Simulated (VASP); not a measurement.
Runs of VASP 6.6.1 on Se. It takes space group P3_121 (No. 152, trigonal). The conventional cell has a = 4.366 Å, b = 4.366 Å, c = 4.954 Å, α = 90.00°, β = 90.00°, γ = 120.00°. Se (site symmetry 2) has 2 Se at 2.37 Å as nearest neighbours. 

```tsv
task	level	spin	exchange at q = 0	share of exact exchange	screening parameter	gap on the mesh (eV)	pressure (GPa)	largest force (eV/Å)
band structure	PBE0	off	truncated	-	-	2.43	0.4	0.22
band structure	r2SCAN-EpsX	off	truncated	0.0908	-	(a)	0.7	0.12
band structure	HSE06	off	-	-	0.2 1/A	1.79	0.5	(c)
band structure	HSE03	off	-	-	-	1.60	0.7	0.13
single point	HSE06	SOC, no magnetisation	-	-	0.2 1/A	-	0.6	(b)
```

Alike in all rows: potentials or basis VASP PAW PBE potentials, release 64 (Se); cell as given; k mesh 6 × 6 × 4; cutoff (eV) 520; smearing gaussian 0.02 eV.

Problem. Fill in the values left out.

Solution. (a) 1.72; (b) 0.17; (c) 0.19.

Caveats: the PAW data sets were made with another functional, which shifts forces and pressure a little.

A k mesh can miss the band edges, and rows without SOC leave out spin-orbit coupling on Se.
